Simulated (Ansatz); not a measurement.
**BaTiO3: relaxation of cell and atoms with r2SCAN+rVV10**

Crystal: BaTiO3.

```
Ba Ti O
1.0
    -2.82767   -1.63255   -2.31773
     2.82767   -4.89766    0.00000
    -2.82767   -1.63255    4.63546
Ba Ti O
2 2 6
Cartesian
  0.0173 -6.4883 4.4750
  -2.8449 -4.9396 0.1605
  -0.0507 -6.4912 1.1667
  0.0507 -3.3041 -0.9720
  -2.9184 -3.1975 2.1689
  0.0907 -4.8993 -0.0148
  -1.2876 -5.6890 2.2893
  -1.4829 -2.5067 -0.1352
  -4.0760 -2.5422 -0.0739
  1.1912 -2.3885 -0.0897
```

```
Program             : Ansatz 0.2.0
Task                : relaxation of cell and atoms
Functional          : r2SCAN
Dispersion          : rVV10
Potentials or basis : Ansatz PAW
Cutoff              : 500 eV (not typed: the program's choice for these potentials)
k mesh              : 7 × 5 × 5
Occupations         : fermi-dirac, width 0.05 eV
Spin                : no spin polarisation
```

```
Relaxed volume                         : 12.84 Å³/atom
Relaxed cell                           : a = 4.004 Å, b = 5.656 Å, c = 5.671 Å, α = 90.00°, β = 90.22°, γ = 90.00°
Space group after relaxing (to 0.05 Å) : R3m (No. 160)
Energy gained by relaxing              : 101.1 meV/atom
Ionic steps                            : 9
Pressure after relaxing                : 0.0 GPa
Largest force after relaxing           : 0.004 eV/Å
Band gap on the k mesh                 : 2.75 eV, indirect (least direct gap 2.79 eV)
```

Forces on the atoms (eV/Å):
```
Ba   0.000  0.001  0.001
Ba   0.001  0.000  0.001
Ti   0.000  0.000  0.002
Ti   0.001  0.001  0.002
O   -0.001 -0.004 -0.001
O   -0.001 -0.004 -0.001
O   -0.004  0.001 -0.001
O   -0.004  0.001 -0.001
O    0.004  0.002  0.000
O    0.003  0.002  0.000
```

The path:
| step | energy change (eV) | largest force (eV/Å) | volume (Å³) |
| --- | --- | --- | --- |
| 1 | 0.0000 | 3.2978 | 128.39 |
| 2 | -0.7098 | 1.7937 | 129.93 |
| 3 | -1.0002 | 0.1456 | 127.74 |
| 4 | -1.0046 | 0.0802 | 128.01 |
| 5 | -1.0069 | 0.0823 | 128.00 |
| 6 | -1.0095 | 0.0914 | 128.66 |
| 7 | -1.0108 | 0.0140 | 128.68 |
| 8 | -1.0111 | 0.0041 | 128.41 |
| 9 | -1.0111 | 0.0041 | 128.41 |

Final structure:
```yaml
crystal:
  lattice:
    - [-2.82723, -1.63231, -2.31772]
    - [2.82786, -4.89797, -0.00004]
    - [-2.82798, -1.63269, 4.63662]
  atoms:
    - { symbol: Ba, position: [0.99844, 0.00001, 0.00166] }
    - { symbol: Ba, position: [0.99845, 0.49999, 0.50167] }
    - { symbol: Ti, position: [0.48631, 0.99999, 0.51384] }
    - { symbol: Ti, position: [0.48637, 0.50000, 0.01385] }
    - { symbol: O, position: [0.50956, 0.24605, 0.73642] }
    - { symbol: O, position: [0.50956, 0.74606, 0.23642] }
    - { symbol: O, position: [0.50956, 0.75394, 0.73642] }
    - { symbol: O, position: [0.50956, 0.25396, 0.23642] }
    - { symbol: O, position: [0.01739, 0.00000, 0.49034] }
    - { symbol: O, position: [0.01739, 0.50000, 0.99034] }
```

Levels at points of the mesh, in eV from the valence-band top:
| k point | band 38 | band 39 | band 40 | band 41 | band 42 | band 43 |
| --- | --- | --- | --- | --- | --- | --- |
| (0.00, 0.00, 0.00) | -0.34 | -0.34 | -0.04 | 2.75 | 2.75 | 2.89 |

Run time: 6.5 min on 4 threads of Arm Neoverse V2, on a shared host, peak memory 1.2 GiB.

Caveat: odd divisions of the mesh miss points on the zone boundary, where band edges often lie, so the gap on the mesh can be too wide; the plane-wave basis is chosen anew once the cell has moved, so the energies of steps on either side of that aren't comparable; spin-orbit coupling is left out, which moves the levels of the heavy elements; the PAW data sets come from PBE, with cores solved anew for the run's functional, which leaves a small shift of forces and pressure. r2SCAN opens gaps a little over a GGA but as a rule still falls short of measured ones.
